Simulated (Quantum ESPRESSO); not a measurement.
Crystal: MnS.

```xyz
2
Lattice="0.0000 2.6045 2.6045 2.6045 0.0000 2.6045 2.6045 2.6045 0.0000" Properties=species:S:1:pos:R:3 pbc="T T T"
Mn    0.0000    0.0000    0.0000
S     2.6045    2.6045    2.6045
```

| Quantity | Value |
| --- | --- |
| Program | Quantum ESPRESSO 7.5 |
| Task | single point |
| Functional | PBEsol |
| Potentials or basis | GBRV 1.5 PBEsol |
| Cutoff | 612 eV |
| Density cutoff | 4898 eV |
| k mesh | 9 × 9 × 9 |
| Occupations | fermi-dirac, width 0.05 eV |
| Spin | collinear spin, ferromagnetic start |
| Starting moments | [4.0, 0.0] μB |

On this cell: pressure -7.2 GPa; largest force zero by symmetry; net moment 4.70 μB per cell; site moments Mn +4.20; S +0.14 μB; band gap on the k mesh none (metal or under the smearing width).

The same run follows on a disturbed copy (atoms moved at random, drawn with an rms of 0.05 Å):

```
Mn S
1.0
     0.00000    2.60450    2.60450
     2.60450    0.00000    2.60450
     2.60450    2.60450    0.00000
Mn S
1 1
Direct
  0.00369 0.00203 0.98863
  0.50638 0.51126 0.48776
```

Q: What does the disturbed cell give?

A: The energy (extrapolated to zero smearing) moves by +0.8 meV/atom; pressure -7.2 GPa; largest force 0.088 eV/Å; net moment 4.70 μB per cell; site moments Mn +4.18; S +0.14 μB; band gap on the k mesh none (metal or under the smearing width).

Forces on the atoms (eV/Å):
```
Mn   0.050  0.011  0.071
S   -0.050 -0.011 -0.071
```

Caveats: a cell with one magnetic atom can't hold antiferromagnetic order, which such compounds often take; semilocal functionals often make such compounds metallic where correlation or magnetic order opens a gap, which also shifts bond lengths.
